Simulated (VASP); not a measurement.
# CoSi (P1) in VASP: notebook, part 2 of 3

VASP 6.6.1. The steps go on from the part before.

## Step 3: Phonons, PBE, collinear spin, ferromagnetic start

File POSCAR:

```
CoSi
1.0
    2.8722606400     -0.0393196700      0.0097061400
   -0.0393196700      2.7429921600     -0.0240786400
    0.0097061400     -0.0240786400      2.8315353700
Co Si
1 1
Direct
    0.9210680600      0.9948622900      0.9022598400
    0.5789319400      0.5051377100      0.5977401600
```

File INCAR.step1:

```
SYSTEM = CoSi
PREC = Accurate
ENCUT = 600
EDIFF = 1E-8
ISMEAR = 0
SIGMA = 0.02
LREAL = .FALSE.
LASPH = .TRUE.
NELM = 100
ALGO = Fast
ISIF = 3
LWAVE = .FALSE.
LCHARG = .FALSE.
ISPIN = 2
MAGMOM = 2 0
LORBIT = 11
LMAXMIX = 4
GGA = PE
IBRION = 2
NSW = 40
EDIFFG = -0.002
```

File INCAR.step2:

```
SYSTEM = CoSi
PREC = Accurate
ENCUT = 600
EDIFF = 1E-8
ISMEAR = 0
SIGMA = 0.02
LREAL = .FALSE.
LASPH = .TRUE.
NELM = 100
ALGO = Fast
ISIF = 2
LWAVE = .FALSE.
LCHARG = .FALSE.
ISPIN = 2
MAGMOM = 2 0
LORBIT = 11
LMAXMIX = 4
GGA = PE
IBRION = 6
NFREE = 2
POTIM = 0.015
NSW = 1
```

File KPOINTS:

```
Automatic mesh
0
G
  7 7 7
  0 0 0
```

Potentials or basis: VASP PAW PBE potentials, release 64 (Co, Si).

The run is started by

```console
$ cat potpaw_PBE.64/Co/POTCAR potpaw_PBE.64/Si/POTCAR > POTCAR
$ cp INCAR.step1 INCAR
$ mpirun -np 1 vasp_std > vasp.out
$ cp CONTCAR POSCAR
$ cp INCAR.step2 INCAR
$ mpirun -np 1 vasp_std > vasp.out
```

OUTCAR:

```text
SYSTEM = CoSi
   PREC = Accurate
   ENCUT = 600
   EDIFF = 1E-8
   ISMEAR = 0
   LREAL = .FALSE.
   LASPH = .TRUE.
   NELM = 100
   ISIF = 2
   ISPIN = 2
   LORBIT = 11
   GGA = PE
   IBRION = 6
   NFREE = 2
   POTIM = 0.015
   NSW = 1

 ion  position               nearest neighbor table
   1  0.000  0.000  1.000-   2 2.41   2 2.41   2 2.41   2 2.41   2 2.41   2 2.41   2 2.41   2 2.41

   2  0.500  0.500  0.500-   1 2.41   1 2.41   1 2.41   1 2.41   1 2.41   1 2.41   1 2.41   1 2.41

  LATTYP: Found a triclinic cell.
 ALAT       =     4.8209425167
 B/A-ratio  =     0.6043983944
 C/A-ratio  =     0.5618117931
 COS(alpha) =     0.0000990876
 COS(beta)  =     0.5620340552
 COS(gamma) =     0.6043614683

  Lattice vectors:

 A1 = (   2.9051074046,   2.7229393155,  -2.7179844005)
 A2 = (   2.9137566777,   0.0003319494,  -0.0087772556)
[... 1104 lines left out ...]

 INTERNAL STRAIN TENSORS FROM DISPLACED ATOMS
 ============================================

 INTERNAL STRAIN TENSOR FOR ION    1 for displacements in x,y,z  (eV/Angst):
          X           Y           Z          XY          YZ          ZX
  --------------------------------------------------------------------------------
  x    -0.07462    -0.06871    -0.06793     0.00409     0.00001    -0.00036
  y     0.00335     0.00043     0.00054     0.00799    -0.00041     0.00000
  z    -0.00007     0.00060    -0.00045     0.00000     0.00467     0.00719

 INTERNAL STRAIN TENSOR FOR ION    2 for displacements in x,y,z  (eV/Angst):
          X           Y           Z          XY          YZ          ZX
  --------------------------------------------------------------------------------
  x     0.02377     0.02028     0.02048    -0.00410     0.00000     0.00030
  y    -0.03409    -0.03228    -0.03186    -0.00712     0.00039    -0.00001
  z     0.01088     0.01071     0.01063    -0.00002    -0.00417    -0.00719

 Eigenvectors and eigenvalues of the dynamical matrix
 ----------------------------------------------------

   1 f  =    8.477638 THz    53.266573 2PiTHz  282.783579 cm-1    35.060680 meV
             X         Y         Z           dx          dy          dz
      0.007987  0.000031  2.708445    -0.568348   -0.003949   -0.000478
      1.460348  1.361390  1.349464     0.822759    0.005650    0.000692
[... 21 lines left out ...]
   6 f/i=    0.002689 THz     0.016894 2PiTHz    0.089687 cm-1     0.011120 meV
             X         Y         Z           dx          dy          dz
      0.007987  0.000031  2.708445     0.718055    0.389596    0.097778
      1.460348  1.361390  1.349464     0.496042    0.269129    0.067561

 ELASTIC MODULI CONTR FROM IONIC RELAXATION (kBar)
 Direction    XX          YY          ZZ          XY          YZ          ZX
 --------------------------------------------------------------------------------
 XX          -0.0385     -0.0347     -0.0345      0.0004      0.0005      0.0004
 YY          -0.0347     -0.0312     -0.0311      0.0004      0.0005      0.0004
 ZZ          -0.0345     -0.0311     -0.0309      0.0004      0.0005      0.0005
 XY           0.0004      0.0004      0.0004     -0.0012      0.0001      0.0000
 YZ           0.0005      0.0005      0.0005      0.0001     -0.0003     -0.0005
 ZX           0.0004      0.0004      0.0005      0.0000     -0.0005     -0.0009
 --------------------------------------------------------------------------------

 total charge

# of ion       s       p       d       tot
------------------------------------------
    1        0.443   0.596   7.572   8.610
    2        0.706   0.865   0.000   1.571
--------------------------------------------------
tot          1.149   1.461   7.572  10.181

 magnetization (x)

# of ion       s       p       d       tot
------------------------------------------
    1        0.004   0.002   0.509   0.515
    2       -0.000   0.008   0.000   0.008
--------------------------------------------------
tot          0.004   0.011   0.509   0.524
```

Wall time 29 min (1 thread of Intel Xeon Platinum 8488C (Sapphire Rapids), shared host); peak memory 0.3 GiB.

Results:

```
Relaxed volume                                          : 10.74 Å³/atom
Relaxed cell                                            : a = 2.914 Å, b = 2.723 Å, c = 2.708 Å, α = 90.02°, β = 90.01°, γ = 90.01°
Space group after relaxing (to 0.05 Å)                  : P4/mmm (No. 123)
Net moment                                              : 0.51 μB per cell
Site moments                                            : Co +0.52; Si +0.01 μB
Valence electrons inside the program's atomic spheres   : Co 8.61; Si 1.57
Highest phonon frequency at Γ, LO-TO splitting left out : 283 cm⁻¹
```

The path:
| step | energy change (eV) | largest force (eV/Å) | pressure (GPa) | volume (Å³) |
| --- | --- | --- | --- | --- |
| 1 | 0.0000 | 8.5910 | 44.44 | 22.30 |
| 2 | -0.3995 | 0.2654 | -27.99 | 32.93 |
| 3 | -0.7753 | 0.2626 | -25.69 | 31.16 |
| 4 | -1.0520 | 0.3501 | -25.88 | 29.67 |
| 5 | -1.6811 | 0.5458 | -18.08 | 25.91 |
| 6 | -1.6361 | 2.0055 | -3.55 | 24.08 |
| 7 | -1.7202 | 0.8295 | -14.33 | 25.26 |
| 8 | -1.7219 | 0.9931 | -12.64 | 25.03 |
| 9 | -1.9500 | 0.6366 | 1.49 | 22.37 |
| 10 | -1.9502 | 0.6290 | 2.27 | 22.28 |
| 11 | -1.9822 | 0.2695 | -0.50 | 22.37 |
| 12 | -1.9891 | 0.3023 | -2.16 | 22.44 |
| 13 | -2.0241 | 0.4213 | -0.61 | 22.08 |
| 14 | -2.0841 | 0.4993 | 6.78 | 20.95 |
| 15 | -2.0948 | 0.3728 | 5.11 | 21.08 |
| 16 | -2.0949 | 0.3657 | 4.91 | 21.10 |
| 17 | -2.1040 | 0.2971 | 2.02 | 21.33 |
| 18 | -2.1079 | 0.2218 | -1.62 | 21.66 |
| 19 | -2.1079 | 0.2269 | -1.34 | 21.64 |
| 20 | -2.1102 | 0.1862 | -1.01 | 21.60 |
| 21 | -2.1140 | 0.0642 | 0.13 | 21.47 |
| 22 | -2.1142 | 0.0323 | 0.52 | 21.44 |
| 23 | -2.1143 | 0.0168 | -0.05 | 21.49 |
| 24 | -2.1143 | 0.0148 | -0.14 | 21.50 |
| 25 | -2.1144 | 0.0090 | -0.05 | 21.49 |
| 26 | -2.1144 | 0.0065 | 0.02 | 21.49 |
| 27 | -2.1144 | 0.0072 | 0.04 | 21.48 |
| 28 | -2.1144 | 0.0050 | -0.02 | 21.49 |
| 29 | -2.1144 | 0.0030 | -0.05 | 21.49 |
| 30 | -2.1144 | 0.0011 | 0.02 | 21.49 |

Final structure:
```
Co Si
1.0
     2.91376    0.00033   -0.00878
    -0.00076    2.72258   -0.00076
     0.00789   -0.00002    2.70845
Co Si
1 1
Direct
  0.00003 0.00002 0.00000
  0.49997 0.49998 0.50000
```

Phonon frequencies in cm⁻¹ (negative: imaginary):
```
              q point        frequencies
(0.000, 0.000, 0.000)  0 0 0 254 255 283
```

[end of part 2 of 3]
